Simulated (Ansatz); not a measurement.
# PbI: the cost of one run

Computed with Ansatz 0.2.0 (DFT PBEsol, scalar-relativistic, plane waves, PAW, unless a step's input says otherwise).

3 further runs of the same task are left out: 3 set aside as unsound or not needed.

## 1. The structure to begin with

The structure is hexagonal, space group P6_3mc (No. 186). The conventional cell has a = 4.188 Å, b = 4.188 Å, c = 6.896 Å, α = 90.00°, β = 90.00°, γ = 120.00°. Cu (site symmetry 3m) is surrounded by 4 I at 2.57 Å. Around I (site symmetry 3m) lie 4 Cu at 2.57 Å.

As a file:

```
Cu I
1.0
     4.18796    0.00000    0.00000
    -2.09398    3.62688    0.00000
     0.00000    0.00000    6.89574
Cu I
2 2
Direct
  0.66667 0.33333 0.87376
  0.33333 0.66667 0.37376
  0.66667 0.33333 0.50124
  0.33333 0.66667 0.00124
```

It goes back to an entry of the Materials Project, which need not be the stable form.

It is the result of an earlier relaxation at this level (volume 26.19 Å³/atom; gap on the mesh: 1.22 eV).

## 2. Cu → Pb: the starting cell

The start of PbI: fractional positions of relaxed CuI, cell scaled by 1.035, a guess from tabulated radii.

## 3. Quick check of gap, pressure and forces (PbI)

File input.yaml:

```yaml
crystal:
  lattice:
    - [4.333451577, 0.0, 0.0]
    - [-2.1667257885, 3.7528791518, 0.0]
    - [0.0, 0.0, 7.1353064419]
  atoms:
    - { symbol: Pb, position: [0.6666666667, 0.3333333333, 0.8737575151] }
    - { symbol: Pb, position: [0.3333333333, 0.6666666667, 0.3737575151] }
    - { symbol: I, position: [0.6666666667, 0.3333333333, 0.5012424849] }
    - { symbol: I, position: [0.3333333333, 0.6666666667, 0.0012424849] }
basis:
  ecutwfc: 420
kpoints:
  mp_grid: { grid: [6, 6, 4] }
hamiltonian:
  xc: pbesol
scf:
  occupations: { method: gaussian, width: 0.1 }
output:
  forces: true
  stress: true
  eigenvalues: true
```

Run with:

```bash
$ ansatz run input.yaml --threads 1 --pin off --max-ram 2560MiB --backend cpu --events-out ev --progress --plain --runs-dir out
```

Q: Estimate wall time and peak memory on 1 thread of Arm Neoverse V1, shared host.

About 10 s, with a peak of 0.36 GiB.
